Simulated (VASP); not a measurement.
**KCl: single point with HSE06**

Crystal: KCl.

```
K Cl
1.0
     0.00000    3.50728    3.50728
     3.50728    0.00000    3.50728
     3.50728    3.50728    0.00000
K Cl
1 1
Direct
  0.00000 0.00000 0.00000
  0.25000 0.25000 0.25000
```

The cell was built by a generator and needn't be a form met in nature.

```
Program                            : VASP 6.6.1
Task                               : single point
Functional                         : HSE06
Potentials or basis                : VASP PAW PBE potentials, release 64 (K_sv, Cl)
Cutoff                             : 520 eV
k mesh                             : 4 × 4 × 4
Occupations                        : gaussian, width 0.01 eV
Spin                               : no spin polarisation
Dipole correction                  : no
Exchange at q = 0                  : truncated
Grid for exact exchange (PRECFOCK) : Normal
Screening parameter                : 0.2079 1/A
Further INCAR settings             : ALGO = Normal; EDIFF = 1e-06; NBANDS = 15
```

* Pressure: 0.2 GPa
* Band gap on the k mesh: 6.02 eV, indirect (least direct gap 6.05 eV)

Levels at points of the mesh, in eV from the valence-band top:
```csv
k point,band 4,band 5,band 6,band 7,band 8,band 9,band 10,band 11,band 12,band 13
"(0.00, 0.00, 0.00)",-11.45,-11.45,-0.03,-0.03,-0.03,6.02,11.00,11.00,11.97,11.97
"(0.50, 0.00, 0.00)",-11.46,-11.27,-0.34,-0.01,-0.01,8.55,8.75,10.45,10.45,12.15
"(0.50, 0.50, 0.00)",-11.47,-11.19,-0.41,0.00,0.00,7.95,9.04,11.38,11.93,11.93
```

It took 8.7 min on 1 thread of Intel(R) Xeon(R) Platinum 8488C (Sapphire Rapids) (shared host), peak memory 0.35 GiB.

Caveat: the PAW data sets were made with another functional, which shifts forces and pressure a little. A k mesh can miss the band edges.
